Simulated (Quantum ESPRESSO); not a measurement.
# Al (Pm-3m) in Quantum ESPRESSO: notebook, part 2 of 3

Quantum ESPRESSO 7.5. The steps go on from the part before.

### Step 3. Phonons, PBE

pw.in

```
&CONTROL
  calculation = 'scf'
  prefix = 'pwscf'
  outdir = './tmp'
  pseudo_dir = './pseudo'
  tprnfor = .true.
  tstress = .true.
  disk_io = 'low'
/
&SYSTEM
  ibrav = 0
  nat = 1
  ntyp = 1
  ecutwfc = 40
  nbnd = 6
  occupations = 'smearing'
  smearing = 'mv'
  degauss = 0.01469973
/
&ELECTRONS
  conv_thr = 2d-10
  electron_maxstep = 120
  mixing_beta = 0.5
/
ATOMIC_SPECIES
Al    26.9815 Al.upf
CELL_PARAMETERS angstrom
   2.7217600000    0.0000000000    0.0000000000
   0.0000000000    2.7217600000    0.0000000000
   0.0000000000    0.0000000000    2.7217600000
ATOMIC_POSITIONS crystal
Al     0.0000000000    0.0000000000    0.0000000000
K_POINTS automatic
10 10 10 0 0 0
```

scf2.in

```
&CONTROL
  calculation = 'scf'
  prefix = 'pwscf'
  outdir = './tmp'
  pseudo_dir = './pseudo'
  tprnfor = .true.
  tstress = .true.
  disk_io = 'low'
/
&SYSTEM
  ibrav = 0
  nat = 1
  ntyp = 1
  ecutwfc = 40
  nbnd = 6
  occupations = 'smearing'
  smearing = 'mv'
  degauss = 0.01469973
/
&ELECTRONS
  conv_thr = 1d-13
  electron_maxstep = 120
  mixing_beta = 0.5
  startingpot = 'file'
  startingwfc = 'file'
/
ATOMIC_SPECIES
Al    26.9815 Al.upf
CELL_PARAMETERS angstrom
   2.7217600000    0.0000000000    0.0000000000
   0.0000000000    2.7217600000    0.0000000000
   0.0000000000    0.0000000000    2.7217600000
ATOMIC_POSITIONS crystal
Al     0.0000000000    0.0000000000    0.0000000000
K_POINTS automatic
10 10 10 0 0 0
```

ph.in

```
phonons of Al
&INPUTPH
  prefix = 'pwscf'
  outdir = './tmp'
  tr2_ph = 1d-18
  fildyn = 'dyn'
  niter_ph = 90
  alpha_mix(1) = 0.4
/
0.5000000000 0.5000000000 0.0000000000
```

Potentials or basis: Ansatz NC SR PBE.

Started as:

```sh
> OMP_NUM_THREADS=1 pw.x -in pw.in > pw.out
> OMP_NUM_THREADS=1 pw.x -in scf2.in > scf2.out
> OMP_NUM_THREADS=1 ph.x -in ph.in > ph.out
```

pw.out:

```text
[... set-up lines left out ...]
     Self-consistent Calculation

     iteration #  1     ecut=    40.00 Ry     beta= 0.50
     Davidson diagonalization with overlap
     ethr =  1.00E-02,  avg # of iterations =  6.6

     Threshold (ethr) on eigenvalues was too large:
     Diagonalizing with lowered threshold

     Davidson diagonalization with overlap
     ethr =  9.08E-05,  avg # of iterations =  4.0

     total energy              =     -12.26783024 Ry
     estimated scf accuracy    <       0.00262508 Ry

     iteration #  2     ecut=    40.00 Ry     beta= 0.50
     Davidson diagonalization with overlap
     ethr =  8.75E-05,  avg # of iterations =  1.0

     total energy              =     -12.26778266 Ry
     estimated scf accuracy    <       0.00055434 Ry

     iteration #  3     ecut=    40.00 Ry     beta= 0.50
     Davidson diagonalization with overlap
     ethr =  1.85E-05,  avg # of iterations =  1.3

     total energy              =     -12.26781569 Ry
     estimated scf accuracy    <       0.00000748 Ry

     iteration #  4     ecut=    40.00 Ry     beta= 0.50
     Davidson diagonalization with overlap
     c_bands:  1 eigenvalues not converged
     c_bands:  1 eigenvalues not converged
     ethr =  2.49E-07,  avg # of iterations =  3.6

     total energy              =     -12.26781695 Ry
     estimated scf accuracy    <       0.00000002 Ry

     iteration #  5     ecut=    40.00 Ry     beta= 0.50
     Davidson diagonalization with overlap
     c_bands:  1 eigenvalues not converged
     ethr =  6.77E-10,  avg # of iterations =  3.4

     total energy              =     -12.26781699 Ry
     estimated scf accuracy    <          3.2E-09 Ry

     iteration #  6     ecut=    40.00 Ry     beta= 0.50
     Davidson diagonalization with overlap
     ethr =  1.07E-10,  avg # of iterations =  1.1

     End of self-consistent calculation

          k = 0.0000 0.0000 0.0000 (   587 PWs)   bands (ev):

    -3.9576  13.5882  13.5882  14.7121  14.7121  14.7121

          k = 0.0000 0.0000 0.1000 (   583 PWs)   bands (ev):

    -3.7601  11.1063  13.7536  14.8783  14.8783  16.7869

          k = 0.0000 0.0000 0.2000 (   582 PWs)   bands (ev):

    -3.1704   8.1948  14.2332  15.3756  15.3756  18.5019

          k = 0.0000 0.0000 0.3000 (   586 PWs)   bands (ev):

    -2.1975   5.4977  14.9626  16.1969  16.1970  19.8386

          k = 0.0000 0.0000 0.4000 (   586 PWs)   bands (ev):

    -0.8696   3.1179  15.7519  17.3049  17.3050  21.0405

          k = 0.0000 0.0000-0.5000 (   586 PWs)   bands (ev):

     0.3861   1.5094  16.1433  18.2261  18.2261  19.7794

          k = 0.0000 0.1000 0.1000 (   579 PWs)   bands (ev):

    -3.5629  10.8336  11.8893  15.0442  15.7818  18.1645

          k = 0.0000 0.1000 0.2000 (   574 PWs)   bands (ev):

    -2.9737   8.3332  12.0138  15.5406  16.3937  20.0061

          k = 0.0000 0.1000 0.3000 (   578 PWs)   bands (ev):

    -2.0019   5.6711  12.8076  16.3601  17.1309  20.7552

          k = 0.0000 0.1000 0.4000 (   587 PWs)   bands (ev):

    -0.6749   3.3009  13.8250  17.4642  17.5785  19.4396

          k = 0.0000 0.1000-0.5000 (   588 PWs)   bands (ev):

     0.5834   1.6917  14.4794  17.1855  18.3780  19.3727

          k = 0.0000 0.2000 0.2000 (   577 PWs)   bands (ev):

    -2.3865   8.3068   9.7006  16.0339  16.9723  20.8572

          k = 0.0000 0.2000 0.3000 (   581 PWs)   bands (ev):

    -1.4175   6.1634  10.0309  16.7599  16.8473  19.4517

          k = 0.0000 0.2000 0.4000 (   585 PWs)   bands (ev):

    -0.0938   3.8432  11.1191  15.1576  17.9400  20.0176

          k = 0.0000 0.2000-0.5000 (   584 PWs)   bands (ev):

     1.1722   2.2346  11.9596  14.0430  18.8343  20.4283

          k = 0.0000 0.3000 0.3000 (   581 PWs)   bands (ev):

    -0.4535   6.4961   7.9325  14.6883  17.6494  19.9260

          k = 0.0000 0.3000 0.4000 (   577 PWs)   bands (ev):

     0.8644   4.7056   8.5584  12.5467  18.7234  21.0780

          k = 0.0000 0.3000-0.5000 (   576 PWs)   bands (ev):

     2.1436   3.1189   9.4710  11.2602  19.5961  21.1635

          k = 0.0000 0.4000 0.4000 (   570 PWs)   bands (ev):

     2.1740   5.4105   6.7310  10.2853  19.7765  22.4040

          k = 0.0000 0.4000-0.5000 (   568 PWs)   bands (ev):

     3.4820   4.2577   7.1873   8.9753  20.6593  21.9641

          k = 0.0000-0.5000-0.5000 (   576 PWs)   bands (ev):

     5.0489   5.0489   5.3007   7.8011  21.7842  22.3640

          k = 0.1000 0.1000 0.1000 (   579 PWs)   bands (ev):

    -3.3658  11.0045  11.0045  13.4767  18.3148  18.3148

          k = 0.1000 0.1000 0.2000 (   577 PWs)   bands (ev):

    -2.7773   8.4766  11.5097  13.6050  18.7359  20.5150

          k = 0.1000 0.1000 0.3000 (   575 PWs)   bands (ev):

    -1.8065   5.8443  12.3165  14.4233  19.1729  20.8027

          k = 0.1000 0.1000 0.4000 (   585 PWs)   bands (ev):

    -0.4806   3.4836  13.2987  15.6346  18.2429  19.0215

          k = 0.1000 0.1000-0.5000 (   582 PWs)   bands (ev):

     0.7802   1.8739  13.8935  17.0485  17.3340  17.3901

          k = 0.1000 0.2000 0.2000 (   578 PWs)   bands (ev):

    -2.1907   8.4804   9.7119  13.4974  19.4572  21.3386

          k = 0.1000 0.2000 0.3000 (   577 PWs)   bands (ev):

    -1.2229   6.3360  10.1064  14.2280  17.7720  21.3260

          k = 0.1000 0.2000 0.4000 (   575 PWs)   bands (ev):

     0.0996   4.0247  11.1761  14.8754  16.2349  19.2715

          k = 0.1000 0.2000-0.5000 (   580 PWs)   bands (ev):

     1.3675   2.4164  11.9593  14.2225  16.8424  17.8791

          k = 0.1000 0.3000 0.3000 (   579 PWs)   bands (ev):

    -0.2602   6.6713   8.0766  14.3595  15.8903  21.6438

          k = 0.1000 0.3000 0.4000 (   583 PWs)   bands (ev):

     1.0560   4.8851   8.7076  12.6775  16.5099  20.0274

          k = 0.1000 0.3000-0.5000 (   590 PWs)   bands (ev):

     2.3361   3.2998   9.5999  11.4420  17.5122  18.6927

          k = 0.1000 0.4000 0.4000 (   581 PWs)   bands (ev):

     2.3631   5.5864   6.9032  10.4556  17.5912  20.5500

          k = 0.1000 0.4000-0.5000 (   578 PWs)   bands (ev):

     3.6699   4.4367   7.3538   9.1597  18.6349  19.6457

          k = 0.1000-0.5000-0.5000 (   576 PWs)   bands (ev):

     5.2250   5.2250   5.4862   7.9887  20.0527  20.1794

          k = 0.2000 0.2000 0.2000 (   573 PWs)   bands (ev):

    -1.6062   8.9958   8.9958  11.7938  20.4189  20.4189

          k = 0.2000 0.2000 0.3000 (   585 PWs)   bands (ev):

    -0.6418   6.8298   9.8267  12.1658  17.8624  18.9023

          k = 0.2000 0.2000 0.4000 (   584 PWs)   bands (ev):

     0.6766   4.5625  10.8652  13.3243  15.7488  16.8046

          k = 0.2000 0.2000-0.5000 (   584 PWs)   bands (ev):

     1.9500   2.9575  11.5308  14.7214  14.7830  15.0245

          k = 0.2000 0.3000 0.3000 (   579 PWs)   bands (ev):

     0.3169   7.1921   8.3995  12.2584  15.7314  18.6835

          k = 0.2000 0.3000 0.4000 (   583 PWs)   bands (ev):

     1.6277   5.4164   9.0843  12.7540  14.1540  17.0982

          k = 0.2000 0.3000-0.5000 (   584 PWs)   bands (ev):

     2.9098   3.8382   9.8993  11.9792  14.9375  15.5951

          k = 0.2000 0.4000 0.4000 (   585 PWs)   bands (ev):

     2.9268   6.1100   7.3943  10.9404  14.7872  17.5731

          k = 0.2000 0.4000-0.5000 (   582 PWs)   bands (ev):

     4.2289   4.9694   7.8313   9.7056  15.8972  16.6064

          k = 0.2000-0.5000-0.5000 (   580 PWs)   bands (ev):

     5.7495   5.7495   6.0299   8.5438  17.1999  17.5571

          k = 0.3000 0.3000 0.3000 (   588 PWs)   bands (ev):

     1.2686   8.0365   8.0365  10.9175  16.0215  16.0215

          k = 0.3000 0.3000 0.4000 (   584 PWs)   bands (ev):

     2.5691   6.2613   9.1081  11.6160  13.8460  14.8734

          k = 0.3000 0.3000-0.5000 (   582 PWs)   bands (ev):

     3.8533   4.7136   9.8219  12.7626  12.9164  13.2890

          k = 0.3000 0.4000 0.4000 (   582 PWs)   bands (ev):

     3.8526   6.9616   8.0532  11.4557  12.6565  14.8940

          k = 0.3000 0.4000-0.5000 (   588 PWs)   bands (ev):

     5.1429   5.8353   8.5031  10.5791  13.5060  13.8873

          k = 0.3000-0.5000-0.5000 (   588 PWs)   bands (ev):

     6.6033   6.6033   6.8812   9.4320  14.5164  14.5166

          k = 0.4000 0.4000 0.4000 (   588 PWs)   bands (ev):

     5.1077   8.0521   8.0521  11.0294  12.6940  12.6940

          k = 0.4000 0.4000-0.5000 (   590 PWs)   bands (ev):

     6.3714   6.9435   8.7968  11.5780  11.7278  12.1105

          k = 0.4000-0.5000-0.5000 (   588 PWs)   bands (ev):

     7.7001   7.7001   7.8818  10.5188  12.3092  12.3092

          k =-0.5000-0.5000-0.5000 (   624 PWs)   bands (ev):

     8.4555   8.4555   8.4555  11.1820  11.1820  12.4535

     the Fermi energy is     5.6065 ev

!    total energy              =     -12.26781699 Ry
     estimated scf accuracy    <          8.1E-11 Ry
     smearing contrib. (-TS)   =      -0.00003114 Ry
     internal energy E=F+TS    =     -12.26778585 Ry

     The total energy is F=E-TS. E is the sum of the following terms:
     one-electron contribution =       2.44652206 Ry
     hartree contribution      =       0.03304604 Ry
     xc contribution           =      -9.78258901 Ry
     ewald contribution        =      -4.96476495 Ry

     convergence has been achieved in   6 iterations

     Forces acting on atoms (cartesian axes, Ry/au):

     atom    1 type  1   force =     0.00000000    0.00000000    0.00000000

     Total force =     0.000000     Total SCF correction =     0.000000

     Computing stress (Cartesian axis) and pressure

          total   stress  (Ry/bohr**3)                   (kbar)     P=        3.32
   0.00002256   0.00000000   0.00000000            3.32        0.00        0.00
   0.00000000   0.00002256   0.00000000            0.00        3.32        0.00
   0.00000000   0.00000000   0.00002256            0.00        0.00        3.32

=------------------------------------------------------------------------------=
   JOB DONE.
=------------------------------------------------------------------------------=
```

Wall time 18 s (1 thread of Arm Neoverse V2, shared host); peak memory 0.09 GiB.

What came out:

* Free energy: -166.9122 eV
* Pressure after relaxing: 0.3 GPa
* Band gap on the k mesh: none (metal or under the smearing width)
* Highest phonon frequency at the q point run: 297 cm⁻¹
* Most unstable mode: 149i cm⁻¹

Levels at points of the mesh, in eV from the Fermi level:
| k point | band 1 | band 2 | band 3 | band 4 | band 5 |
| --- | --- | --- | --- | --- | --- |
| (0.00, 0.00, 0.00) | -9.56 | 7.98 | 7.98 | 9.11 | 9.11 |
| (0.00, 0.00, -0.50) | -5.22 | -4.10 | 10.54 | 12.62 | 12.62 |
| (0.00, -0.50, -0.50) | -0.56 | -0.56 | -0.31 | 2.19 | 16.18 |
| (-0.50, -0.50, -0.50) | 2.85 | 2.85 | 2.85 | 5.58 | 5.58 |

Phonon frequencies in cm⁻¹ (negative: imaginary):
```csv
q point,frequencies
"(0.500, 0.500, 0.000)",-149 297 297
```

Phonon modes at q = (0.500, 0.500, 0.000) in reciprocal lattice units:
```tsv
mode	symmetry	cm⁻¹
1	A_2u	-149
2	E_u	297
3	E_u	297
```

Caveat: the mesh is thin for the phonons of a metal; some modes are imaginary.

[end of part 2 of 3]
